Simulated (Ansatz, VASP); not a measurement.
**Two plane-wave programs on As**

```
As
1.0
     4.43139    0.00000    0.00000
    -2.21570    3.83770    0.00000
     0.00000    0.00000    5.46804
As
4
Direct
  0.00000 0.00000 0.25000
  0.00000 0.00000 0.75000
  0.33333 0.66667 0.75000
  0.66667 0.33333 0.25000
```

Alike in both runs: functional r2SCAN; k mesh 12 × 12 × 8; occupations gaussian, width 0.1 eV; no spin polarisation.

Ansatz relaxed the structure, and its values are those at the end. VASP's run is a single point on that final structure, the one shown.

|  | VASP | Ansatz |
| --- | --- | --- |
| version | VASP 6.6.1 | Ansatz 0.2.0 |
| potentials or method | VASP PAW PBE potentials, release 64 (As) | scalar-relativistic, plane waves, PAW |
| plane-wave cutoff (eV) | 520 | 500 |
| valence electrons in the cell | 20 | 60 |

```csv
,VASP,Ansatz,Ansatz less VASP
gap on the k mesh at the Fermi level (eV),none,none,-
pressure (GPa),0.0,0.0,-0.03
```

A gap of «none» marks a metal or a gap that the smearing closes. The two sets of potentials don't hold the same shells in valence.

Caveats: the PAW data sets were made with another functional, which shifts forces and pressure a little (VASP).
